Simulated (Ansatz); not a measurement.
The system is Ni.

```
Ni
1.0
     0.00000    1.73757    1.73757
     1.73757    0.00000    1.73757
     1.73757    1.73757    0.00000
Ni
1
Direct
  0.00000 0.00000 0.00000
```

```yaml
Program: Ansatz 0.2.0
Task: relaxation of cell and atoms
Functional: B3LYP
Potentials_or_basis: Ansatz PAW
Cutoff: "420 eV (not typed: the program's choice for these potentials)"
k_mesh: 7 × 7 × 7
Occupations: fermi-dirac, width 0.05 eV
Spin: collinear spin, ferromagnetic start
Starting_moments: "[1.0] μB"
```

At the start: volume 10.49 Å³/atom.

Task: Where does the relaxation end?

Result: It ends after 5 steps and the volume is 11.18 Å³/atom (+6.6 %); space group Fm-3m (No. 225, to 0.05 Å); moment 0.85 μB per cell.

Step by step:
```
step  energy change (eV)  largest force (eV/Å)  volume (Å³)
   1              0.0000                0.0000        10.49
   2             -0.0183                0.0000        10.79
   3             -0.0258                0.0000        11.14
   4             -0.0259                0.0000        11.18
   5             -0.0266                0.0000        11.18
```

Final structure:
```cif
data_structure
_symmetry_space_group_name_H-M 'P 1'
_symmetry_Int_Tables_number 1
_cell_length_a 2.5101
_cell_length_b 2.5101
_cell_length_c 2.5101
_cell_angle_alpha 60.000
_cell_angle_beta 60.000
_cell_angle_gamma 60.000
_cell_volume 11.18
loop_
_atom_site_label
_atom_site_type_symbol
_atom_site_fract_x
_atom_site_fract_y
_atom_site_fract_z
_atom_site_occupancy
Ni1 Ni 0.00000 0.00000 0.00000 1
```

Caveat: the k mesh is coarse (spacing up to 0.45 Å⁻¹), so the values aren't converged, least of all with exact exchange; the magnetic or orbital state may not be the lowest; the plane-wave basis is chosen anew once the cell has moved, so the energies of steps on either side of that aren't comparable; the PAW data sets come from PBE, with cores solved anew for the run's functional, which leaves a small shift of forces and pressure.
